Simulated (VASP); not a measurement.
**BN: equation of state with PBEsol**

Crystal: BN.

```
N B
1.0
     2.55394    0.00000    0.00000
    -1.27697    2.21178    0.00000
     0.00000    0.00000    4.22685
N B
2 2
Direct
  0.33333 0.66667 0.12528
  0.66667 0.33333 0.62528
  0.33333 0.66667 0.49972
  0.66667 0.33333 0.99972
```

Measurements of this composition are mostly on another form, of space group No. 194.

```yaml
Program: VASP 6.6.1
Task: equation of state
Functional: PBEsol
Potentials_or_basis: VASP PAW PBE potentials, release 64 (N, B)
Cutoff: 520 eV
k_mesh: 12 × 12 × 6
Occupations: fermi-dirac, width 0.05 eV
Spin: no spin polarisation
Ladder: free
Further_INCAR_settings: ALGO = Normal; EDIFF = 1e-07; NBANDS = 16
```

```
Equilibrium volume                        : 5.89 Å³/atom
Bulk modulus at fixed shape and positions : 387 GPa
Pressure derivative of the bulk modulus   : 3.7
```

Energy against volume, from the lowest point:
```csv
volume (Å³/atom),energy (meV/atom)
5.611,16.78
5.730,5.08
5.850,0.00
5.969,0.96
6.088,7.40
6.208,18.83
6.327,34.80
```

All runs of the series together: 71 s on 1 thread of Intel(R) Xeon(R) 6975P-C (Granite Rapids) (shared host).

Caveat: the cell was scaled at fixed shape and fractional positions, which overstates the stiffness of a crystal with free parameters, most of all of layers and chains; the PAW data sets were made with another functional, which shifts forces and pressure a little.
